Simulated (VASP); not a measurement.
# KF in VASP: how settings move the r2SCAN single point

Aim: see what changed inputs do to the r2SCAN single point of KF in the rocksalt structure, under +1.0 % equal strain in all directions.

Program: VASP 6.6.1. PAW datasets, plane waves. Spin-unpolarised throughout; all numbers are computed.

## 1. The cell

The cell comes from an earlier relaxation with r2SCAN in another program.

The symmetry is Fm-3m (No. 225, cubic); conventional cell a = 5.371 Å, 19.37 Å³ an atom. Around K lie 6 F at 2.69 Å; around F lie 6 K at 2.69 Å.

The structure in full:

```xyz
2
Lattice="0.0000 2.6856 2.6856 2.6856 0.0000 2.6856 2.6856 2.6856 0.0000" Properties=species:S:1:pos:R:3 pbc="T T T"
K     0.0000    0.0000    0.0000
F     2.6856    2.6856    2.6856
```

## 2. Baseline

File INCAR:

```
ENCUT = 520.000000
SIGMA = 0.010000
EDIFF = 1.00e-07
ALGO = Normal
METAGGA = R2SCAN
PREC = Accurate
IBRION = -1
ISIF = 2
ISMEAR = 0
NBANDS = 15
NELM = 120
NSW = 0
LASPH = .TRUE.
LCHARG = .TRUE.
LELF = .TRUE.
LWAVE = .FALSE.
LREAL = .FALSE.
```

File KPOINTS:

```
KPOINTS created by Atomic Simulation Environment
0
Gamma
8 8 8
0 0 0
```

File POSCAR:

```
K  F
 1.0000000000000000
     0.0000000000000000    2.6855501609000001    2.6855501609000001
     2.6855501609000001    0.0000000000000000    2.6855501609000001
     2.6855501609000001    2.6855501609000001    0.0000000000000000
 K   F
   1   1
Cartesian
  0.0000000000000000  0.0000000000000000  0.0000000000000000
  2.6855501609000001  2.6855501609000001  2.6855501609000001
```

A file KPOINTS_OPT adds named points for the levels; it doesn't enter the self-consistent loop.

Potentials: the recommended PBE PAW datasets, 16 valence electrons.

Run with:

```
$ mpirun -np 1 vasp_std
```

## 3. Altered input 1

Edit INCAR of step 2 so:

```diff
@@ -13,5 +13,5 @@
 LASPH = .TRUE.
-LCHARG = .TRUE.
-LELF = .TRUE.
+LCHARG = .FALSE.
 LWAVE = .FALSE.
 LREAL = .FALSE.
+NELMDL = -12
```

KPOINTS is that of step 2.

POSCAR is that of step 2.

## 4. Altered input 2

File INCAR:

```
ENCUT = 520.000000
SIGMA = 0.010000
EDIFF = 1.00e-07
METAGGA = R2SCAN
IBRION = -1
ISIF = 2
ISMEAR = 0
NBANDS = 15
NELM = 120
NSW = 0
LASPH = .TRUE.
LCHARG = .FALSE.
LWAVE = .FALSE.
LREAL = .FALSE.
PREC = Low
NELECT = 15
ALGO = Conjugate
```

KPOINTS is that of step 2.

POSCAR is that of step 2.

Q: Predict the outcome of this session. Wanted: for each run, changed; ending; energy change; pressure; electronic steps; usable.

The runs gave:

| run | changed | ending | energy change (meV/atom) | pressure (GPa) | gap on the mesh (eV; negative: overlap) | electronic steps | usable |
| --- | --- | --- | --- | --- | --- | --- | --- |
| ref. | – | converged | 0 | -1.0 | 6.75 | 15 | yes |
| 1 | NELMDL = -12 | converged | 0.0 | -1.0 | 6.75 | 22 | yes |
| 2 | PREC = Low, NELECT = 15, ALGO = Conjugate | converged | – | -14.5 | – | 18 | no |

Of 2 altered inputs, 1 ended normally on a faulty or unsound input, 1 gave usable results.
